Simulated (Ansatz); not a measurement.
# WS2: an axial (c/a) deformation path

The task, for WS2: look for other minima along an axial (c/a) path.

Program: Ansatz 0.2.0. Level of theory: DFT PBEsol+D3(BJ), scalar-relativistic, plane waves, PAW. These are calculated values, not measurements.

1 further run of the same task is left out (set aside as unsound or not needed).

## (1) The starting structure

The structure is trigonal, space group R3m (No. 160). The conventional cell has a = 3.120 Å, b = 3.120 Å, c = 17.524 Å, α = 90.00°, β = 90.00°, γ = 120.00°. W (site symmetry 3m) has 6 S at 2.39 Å as nearest neighbours. S (site symmetry 3m) has 3 W at 2.39 Å as nearest neighbours.

Coordinates:

```
CELL_PARAMETERS angstrom
1.56020 0.90078 5.84139
-1.56020 0.90078 5.84139
0.00000 -1.80156 5.84139
ATOMIC_POSITIONS crystal
W 0.99936 0.99936 0.99936
S 0.75549 0.75549 0.75549
S 0.57645 0.57645 0.57645
```

It is the result of an earlier relaxation at this level (volume 16.42 Å³/atom; gap on the mesh: 0.69 eV).

## (2) Zero of the scan

The input, input.yaml:

```yaml
crystal:
  lattice:
    - [1.5601972548, 0.900780305, 5.8413921014]
    - [-1.5601972548, 0.900780305, 5.8413921014]
    - [0.0, -1.8015606101, 5.8413921014]
  atoms:
    - { symbol: W, position: [0.9993606434, 0.9993606434, 0.9993606434] }
    - { symbol: S, position: [0.7554860797, 0.7554860797, 0.7554860797] }
    - { symbol: S, position: [0.5764532769, 0.5764532769, 0.5764532769] }
basis:
  ecutwfc: 420
kpoints:
  mp_grid: { grid: [12, 12, 12] }
hamiltonian:
  xc: pbesol
  dispersion: d3bj
scf:
  occupations: { method: gaussian, width: 0.05 }
output:
  forces: true
  stress: true
  eigenvalues: true
```

The run is started by

```console
> ansatz run input.yaml --threads 1 --pin off --max-ram 2560MiB --backend cpu --events-out ev --progress --plain --runs-dir out
```

## (3) Setting up an axial (c/a) deformation path

At fixed volume and fractional coordinates, lengths along (0.000, 0.000, 1.000) are scaled against those across it; ρ is that ratio over its starting value.

## (4) ρ = 0.850

input.yaml: that of step 2 with these lines changed.

```diff
@@ -2,5 +2,5 @@
   lattice:
-    - [1.5601972548, 0.900780305, 5.8413921014]
-    - [-1.5601972548, 0.900780305, 5.8413921014]
-    - [0.0, -1.8015606101, 5.8413921014]
+    - [1.6470490549, 0.9509242152, 5.2415810974]
+    - [-1.6470490549, 0.9509242152, 5.2415810974]
+    - [0.0, -1.9018484304, 5.2415810974]
   atoms:
```

## (5) ρ = 1.200

input.yaml: that of step 4 with these lines changed.

```diff
@@ -2,5 +2,5 @@
   lattice:
-    - [1.6470490549, 0.9509242152, 5.2415810974]
-    - [-1.6470490549, 0.9509242152, 5.2415810974]
-    - [0.0, -1.9018484304, 5.2415810974]
+    - [1.4682018289, 0.8476667211, 6.5963525115]
+    - [-1.4682018289, 0.8476667211, 6.5963525115]
+    - [0.0, -1.6953334423, 6.5963525115]
   atoms:
```

## (6) At ρ = 0.920

input.yaml: that of step 5 with these lines changed.

```diff
@@ -2,5 +2,5 @@
   lattice:
-    - [1.4682018289, 0.8476667211, 6.5963525115]
-    - [-1.4682018289, 0.8476667211, 6.5963525115]
-    - [0.0, -1.6953334423, 6.5963525115]
+    - [1.6041694216, 0.9261676474, 5.5255423345]
+    - [-1.6041694216, 0.9261676474, 5.5255423345]
+    - [0.0, -1.8523352948, 5.5255423344]
   atoms:
@@ -22 +22,5 @@
   eigenvalues: true
+  write_density: true
+  write_potential: true
+  elf: true
+  volumetric_format: npy
```

## (7) At ρ = 1.100

input.yaml: that of step 6 with these lines changed.

```diff
@@ -2,5 +2,5 @@
   lattice:
-    - [1.6041694216, 0.9261676474, 5.5255423345]
-    - [-1.6041694216, 0.9261676474, 5.5255423345]
-    - [0.0, -1.8523352948, 5.5255423344]
+    - [1.5114088041, 0.8726122799, 6.2246004891]
+    - [-1.5114088041, 0.8726122799, 6.2246004891]
+    - [0.0, -1.7452245598, 6.2246004891]
   atoms:
@@ -22,5 +22 @@
   eigenvalues: true
-  write_density: true
-  write_potential: true
-  elf: true
-  volumetric_format: npy
```

## (8) At ρ = 0.960

input.yaml: that of step 7 with these lines changed.

```diff
@@ -2,5 +2,5 @@
   lattice:
-    - [1.5114088041, 0.8726122799, 6.2246004891]
-    - [-1.5114088041, 0.8726122799, 6.2246004891]
-    - [0.0, -1.7452245598, 6.2246004891]
+    - [1.5815724761, 0.9131212948, 5.6845642714]
+    - [-1.5815724761, 0.9131212948, 5.6845642714]
+    - [0.0, -1.8262425896, 5.6845642714]
   atoms:
@@ -22 +22,5 @@
   eigenvalues: true
+  write_density: true
+  write_potential: true
+  elf: true
+  volumetric_format: npy
```

## (9) At ρ = 1.050

input.yaml: that of step 8 with these lines changed.

```diff
@@ -2,5 +2,5 @@
   lattice:
-    - [1.5815724761, 0.9131212948, 5.6845642714]
-    - [-1.5815724761, 0.9131212948, 5.6845642714]
-    - [0.0, -1.8262425896, 5.6845642714]
+    - [1.5350283817, 0.8862490494, 6.0345176027]
+    - [-1.5350283817, 0.8862490494, 6.0345176027]
+    - [0.0, -1.7724980988, 6.0345176026]
   atoms:
@@ -22,5 +22 @@
   eigenvalues: true
-  write_density: true
-  write_potential: true
-  elf: true
-  volumetric_format: npy
```

## (10) At ρ = 0.800

input.yaml: that of step 9 with these lines changed.

```diff
@@ -2,5 +2,5 @@
   lattice:
-    - [1.5350283817, 0.8862490494, 6.0345176027]
-    - [-1.5350283817, 0.8862490494, 6.0345176027]
-    - [0.0, -1.7724980988, 6.0345176026]
+    - [1.6806715445, 0.9703361686, 5.0339591125]
+    - [-1.6806715445, 0.9703361686, 5.0339591125]
+    - [0.0, -1.9406723373, 5.0339591125]
   atoms:
```

## (11) At ρ = 1.300

input.yaml: that of step 10 with these lines changed.

```diff
@@ -2,5 +2,5 @@
   lattice:
-    - [1.6806715445, 0.9703361686, 5.0339591125]
-    - [-1.6806715445, 0.9703361686, 5.0339591125]
-    - [0.0, -1.9406723373, 5.0339591125]
+    - [1.429546847, 0.8253492569, 6.9579065886]
+    - [-1.429546847, 0.8253492569, 6.9579065886]
+    - [0.0, -1.6506985139, 6.9579065886]
   atoms:
@@ -22 +22,5 @@
   eigenvalues: true
+  write_density: true
+  write_potential: true
+  elf: true
+  volumetric_format: npy
```

(Steps that only read results are left out.)

Before running it: what results should come out? Wanted: highest point.

As calculated:

```
     quantity                        value
highest point  532.2 meV/atom at ρ = 1.300
```

No sampled point lies below the undisturbed cell. No further minimum shows among the sampled points. The gap on the mesh, 0.69 eV at the start, reads zero at ρ = 0.800. These runs have no spin-orbit coupling; with W it would split and shift bands.

Counted by bands, a gap of 0.03 eV stays open on the mesh in one run that reads as metallic: the smearing reaches across it.
